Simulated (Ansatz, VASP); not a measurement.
## Two plane-wave programs on InP

```
In P
1.0
     0.00000    2.93050    2.93050
     2.93050    0.00000    2.93050
     2.93050    2.93050    0.00000
In P
1 1
Direct
  0.00000 0.00000 0.00000
  0.25000 0.25000 0.25000
```

Alike in both runs: functional PBE; k mesh 8 × 8 × 8; no spin polarisation.

Ansatz relaxed the structure, and its values are those at the end. VASP's run is a single point on that final structure, the one shown.

```csv
,VASP,Ansatz
version,VASP 6.6.1,Ansatz 0.2.0
potentials or method,"VASP PAW PBE potentials, release 64 (In_d, P)","scalar-relativistic, plane waves, PAW"
plane-wave cutoff (eV),520,420
occupations,"gaussian, width 0.01 eV",fixed
valence electrons in the cell,18,18
```

|  | VASP | Ansatz | Ansatz less VASP |
| --- | --- | --- | --- |
| gap on the k mesh at the Fermi level (eV) | 0.71 | 0.72 | +0.003 |
| least direct gap on the mesh (eV) | 0.71 | 0.72 | +0.003 |
| pressure (GPa) | 3.2 | 3.3 | +0.09 |

Ansatz warned: «stress_scf_threshold_loose».

Caveats: spin-orbit coupling is left out, which moves the levels of the heavy elements.
